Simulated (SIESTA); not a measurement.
CdO (Monteponite):

```xyz
2
Lattice="0.0000 2.3495 2.3495 2.3495 0.0000 2.3495 2.3495 2.3495 0.0000" Properties=species:S:1:pos:R:3 pbc="T T T"
Cd    0.0000    0.0000    0.0000
O     2.3495    2.3495    2.3495
```

Base run:

| Quantity | Value |
| --- | --- |
| Program | SIESTA 5.4.2 |
| Functional | vdW-DF-cx |
| Potentials or basis | PseudoDojo 0.4 standard (PBE files) |
| Basis | DZP (energy shift 0.003 Ry; two zetas on semicore shells) |
| Grid cutoff | 800 Ry |
| Energy shift | 0.003 Ry |
| k mesh | 10 × 10 × 10 |
| Occupations | fermi-dirac, width 0.05 eV |
| Spin | no spin polarisation |

Its results: band gap on the k mesh none (metal or under the smearing width); pressure 1.5 GPa.

Question: The run is repeated on the same cell with these changes: functional from vdW-DF-cx to LDA; potentials or basis from PseudoDojo 0.4 standard (PBE files) to PseudoDojo 0.4 standard (LDA files). What comes out?

Answer: Band gap on the k mesh none (metal or under the smearing width); pressure -5.1 GPa.

Caveats: the basis of atomic orbitals isn't converged, which shifts pressures, moduli and gaps; the potentials were made for another functional, which shifts forces and pressure (some runs).
